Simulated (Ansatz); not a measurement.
ZnSe in the rocksalt structure, relaxed with r2SCAN: 10 runs in Ansatz, each a construction of maximally localised Wannier functions. Space group Fm-3m (No. 225), cubic; conventional cell a = 5.318 Å, 18.79 Å³ an atom. Zn is surrounded by 6 Se at 2.66 Å; Se is surrounded by 6 Zn at 2.66 Å. No spin polarisation and no zero-point or thermal motion; the cell was built from a prototype and may be hypothetical.

```
Zn Se
1.0
     0.00000    2.65876    2.65876
     2.65876    0.00000    2.65876
     2.65876    2.65876    0.00000
Zn Se
1 1
Direct
  0.00000 0.00000 0.00000
  0.50000 0.50000 0.50000
```

Windows count from the Fermi level (the cell has no gap); a dash means that no such window was set (without an outer window there is no disentanglement). Rows marked drawn have settings drawn at random (some not listed).

```json
{"functional": "PBE", "SCF mesh": "6×6×6", "trial orbitals": "Se s, Se p", "functions": "4", "mesh": "6×6×6", "window (eV)": "–", "frozen (eV)": "–", "settings": "chosen", "Ω total (Å²)": "11.04", "Ω invariant (Å²)": "9.89", "largest spread (Å²)": "2.76", "least projectability": "0.58", "interpolation miss of the model's filled bands (eV, to the nearest computed level)": "0.216"}
{"functional": "PBE", "SCF mesh": "6×6×6", "trial orbitals": "Se s, Se p", "functions": "4", "mesh": "4×4×4", "window (eV)": "–", "frozen (eV)": "–", "settings": "chosen", "Ω total (Å²)": "9.29", "Ω invariant (Å²)": "8.23", "largest spread (Å²)": "2.32", "least projectability": "0.58", "interpolation miss of the model's filled bands (eV, to the nearest computed level)": "0.456"}
{"functional": "PBE", "SCF mesh": "6×6×6", "trial orbitals": "Se s, Se p", "functions": "4", "mesh": "8×8×8", "window (eV)": "–", "frozen (eV)": "–", "settings": "chosen", "Ω total (Å²)": "11.85", "Ω invariant (Å²)": "10.69", "largest spread (Å²)": "2.96", "least projectability": "0.58", "interpolation miss of the model's filled bands (eV, to the nearest computed level)": "0.119"}
{"functional": "PBE", "SCF mesh": "6×6×6", "trial orbitals": "Se p", "functions": "3", "mesh": "6×6×6", "window (eV)": "–", "frozen (eV)": "–", "settings": "chosen", "Ω total (Å²)": "10.61", "Ω invariant (Å²)": "10.37", "largest spread (Å²)": "3.54", "least projectability": "0.58", "interpolation miss of the model's filled bands (eV, to the nearest computed level)": "0.216"}
{"functional": "PBE", "SCF mesh": "6×6×6", "trial orbitals": "Zn d, Se p", "functions": "8", "mesh": "6×6×6", "window (eV)": "–", "frozen (eV)": "–", "settings": "chosen", "Ω total (Å²)": "10.04", "Ω invariant (Å²)": "9.57", "largest spread (Å²)": "2.72", "least projectability": "0.71", "interpolation miss of the model's filled bands (eV, to the nearest computed level)": "0.213"}
{"functional": "PBE", "SCF mesh": "6×6×6", "trial orbitals": "Zn d", "functions": "5", "mesh": "6×6×6", "window (eV)": "–", "frozen (eV)": "–", "settings": "chosen", "Ω total (Å²)": "4.55", "Ω invariant (Å²)": "4.41", "largest spread (Å²)": "1.17", "least projectability": "0.62", "interpolation miss of the model's filled bands (eV, to the nearest computed level)": "0.053"}
{"functional": "r2SCAN", "SCF mesh": "6×6×6", "trial orbitals": "Se s, Se p", "functions": "4", "mesh": "6×6×6", "window (eV)": "–", "frozen (eV)": "–", "settings": "chosen", "Ω total (Å²)": "10.43", "Ω invariant (Å²)": "9.32", "largest spread (Å²)": "2.61", "least projectability": "0.62", "interpolation miss of the model's filled bands (eV, to the nearest computed level)": "0.154"}
{"functional": "r2SCAN", "SCF mesh": "6×6×6", "trial orbitals": "Se p", "functions": "3", "mesh": "6×6×6", "window (eV)": "–", "frozen (eV)": "–", "settings": "chosen", "Ω total (Å²)": "10.03", "Ω invariant (Å²)": "9.84", "largest spread (Å²)": "3.34", "least projectability": "0.62", "interpolation miss of the model's filled bands (eV, to the nearest computed level)": "0.154"}
{"functional": "r2SCAN", "SCF mesh": "6×6×6", "trial orbitals": "Zn d, Se p", "functions": "8", "mesh": "6×6×6", "window (eV)": "–", "frozen (eV)": "–", "settings": "chosen", "Ω total (Å²)": "9.58", "Ω invariant (Å²)": "9.19", "largest spread (Å²)": "2.58", "least projectability": "0.74", "interpolation miss of the model's filled bands (eV, to the nearest computed level)": "0.151"}
{"functional": "PBE", "SCF mesh": "6×6×6", "trial orbitals": "Se s, Se p (plain search)", "functions": "4", "mesh": "6×6×6", "window (eV)": "–", "frozen (eV)": "–", "settings": "drawn", "Ω total (Å²)": "11.88", "Ω invariant (Å²)": "9.89", "largest spread (Å²)": "3.55", "least projectability": "0.58", "interpolation miss of the model's filled bands (eV, to the nearest computed level)": "0.216"}
```

For Se s, Se p with PBE the spread goes 9.29 Å² (4×4×4), 11.04 Å² (6×6×6), 11.85 Å² (8×8×8).

The runs are scalar-relativistic, without spin-orbit coupling.
